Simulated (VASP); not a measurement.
Here is a VASP 6.6.1 calculation.

File INCAR:

```
SYSTEM = GaSb
ALGO = Normal
EDIFF = 1E-7
EDIFFG = -0.005
ENCUT = 600
IBRION = 2
ISIF = 3
ISMEAR = 0
LASPH = .True.
LCHARG = .False.
LREAL = .False.
LWAVE = .False.
NELM = 80
NSW = 90
PREC = Accurate
SIGMA = 0.03
```

Contents of KPOINTS:

```
k-points
0
Gamma
  10 10 10
  0 0 0
```

POSCAR

```
GaSb                                    
1.0
   -0.0000000000      3.0276660344      3.0276660344
    3.0276660344     -0.0000000000      3.0276660344
    3.0276660344      3.0276660344     -0.0000000000
  Ga              Sb            
     1     1
Direct
     0.0000000000000000    0.0000000000000000    0.0000000000000000
     0.2500000000000000    0.2500000000000000    0.2500000000000000
```

Potentials or basis: VASP PAW LDA potentials, release 64 (Ga_d, Sb).

Launch:

```console
$ cat potpaw_LDA.64/Ga_d/POTCAR potpaw_LDA.64/Sb/POTCAR > POTCAR
$ mpirun -np 1 vasp_std > vasp.out
```

Question: Predict the band gap on the k mesh.

Answer: 0.10 eV, direct.

Final structure:
```yaml
crystal:
  lattice:
    - [0.00000, 3.02767, 3.02767]
    - [3.02767, 0.00000, 3.02767]
    - [3.02767, 3.02767, 0.00000]
  atoms:
    - { symbol: Ga, position: [0.00000, 0.00000, 0.00000] }
    - { symbol: Sb, position: [0.25000, 0.25000, 0.25000] }
```

Caveat: the relaxation stopped at its first step, so nothing moved; spin-orbit coupling is left out, which moves the levels of the heavy elements. Expect the measured gap to be larger: semilocal functionals such as LDA lack the derivative discontinuity.
